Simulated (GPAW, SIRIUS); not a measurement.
This is a calculation of Pb for GPAW 26.7.0 (ASE script). This isn't the form of Pb at room conditions, which is fcc.

File run.py:

```python
from ase import Atoms
from ase.dft.bandgap import bandgap
from ase.io import write
from ase.units import GPa
from gpaw import GPAW, PW, setup_paths

setup_paths.insert(0, '.')

atoms = Atoms(['Pb', 'Pb'],
              cell=[[0.0, 3.4390000555, 3.4390000555],
                    [3.4390000555, 0.0, 3.4390000555],
                    [3.4390000555, 3.4390000555, 0.0]],
              scaled_positions=[[0.25, 0.25, 0.25],
                                [0.0, 0.0, 0.0]],
              pbc=True)

calc = GPAW(mode=PW(600),
            xc='PBEsol',
            kpts={'size': (7, 7, 7), 'gamma': True},
            occupations={'name': 'fermi-dirac', 'width': 0.05},
            nbands=24,
            convergence={'density': 1e-05, 'energy': 1e-05},
            maxiter=150,
            txt='gpaw.txt')
atoms.calc = calc
energy = atoms.get_potential_energy()
forces = atoms.get_forces()
stress = atoms.get_stress()
calc.write('gs.gpw')
write('result.traj', atoms)
print(f'Energy: {energy:.6f} eV')
print('Forces (eV/A):')
print(forces.round(4))
print('Stress (GPa):', (stress / GPa).round(3))
print('Fermi level:', round(calc.get_fermi_level(), 4), 'eV')
print(f'Gap: {bandgap(calc)[0]:.4f} eV, direct: {bandgap(calc, direct=True)[0]:.4f} eV')
```

Potentials or basis: PAW data sets generated in the run's folder for this functional, pw.

Command:

```sh
$ gpaw-setup -f PBEsol Pb
$ OMP_NUM_THREADS=1 python run.py
```

Q: Set up the same calculation for SIRIUS 7.10.0. Potentials or basis there: PseudoDojo 0.4.1 PBEsol standard (scalar relativistic), cutoff 765 eV.

A: As run (cutoffs and basis follow the program's own potentials, and thresholds, step limits or extra output files can differ):

Contents of sirius.json:

```json
{
  "control": {
    "processing_unit": "cpu",
    "verbosity": 2,
    "num_bands_to_print": 22,
    "print_forces": true,
    "print_stress": true
  },
  "parameters": {
    "electronic_structure_method": "pseudopotential",
    "xc_functionals": ["XC_GGA_X_PBE_SOL", "XC_GGA_C_PBE_SOL"],
    "gk_cutoff": 7.5,
    "pw_cutoff": 15.0,
    "ngridk": [7, 7, 7],
    "shiftk": [0, 0, 0],
    "smearing": "fermi_dirac",
    "smearing_width": 0.0018374661,
    "num_bands": 22,
    "num_mag_dims": 0,
    "num_dft_iter": 100,
    "energy_tol": 1e-08,
    "density_tol": 1e-06
  },
  "iterative_solver": {
    "type": "davidson",
    "min_tolerance": 1e-09,
    "tolerance_scale": [0.1, 0.25]
  },
  "mixer": {
    "type": "anderson",
    "beta": 0.7,
    "max_history": 8
  },
  "settings": {
    "tol_ne": 1e-10,
    "pseudo_grid_cutoff": 6.5
  },
  "unit_cell": {
    "lattice_vectors": [
      [0.0, 6.498768247468, 6.498768247468],
      [6.498768247468, 0.0, 6.498768247468],
      [6.498768247468, 6.498768247468, 0.0]
    ],
    "atom_coordinate_units": "lattice",
    "atom_types": ["Pb"],
    "atom_files": {
      "Pb": "Pb.json"
    },
    "atoms": {
      "Pb": [
        [0.25, 0.25, 0.25],
        [0.0, 0.0, 0.0]
      ]
    }
  }
}
```

Potentials or basis: PseudoDojo 0.4.1 PBEsol standard (scalar relativistic).

Launch:

```console
$ upf_to_json Pb.upf
$ OMP_NUM_THREADS=1 sirius.scf --input=sirius.json --output=out.json --task=0
```

Both were run:

|  | GPAW | SIRIUS |
| --- | --- | --- |
| Pressure | 0.1 GPa | 0.5 GPa |

Pressure is positive in compression.
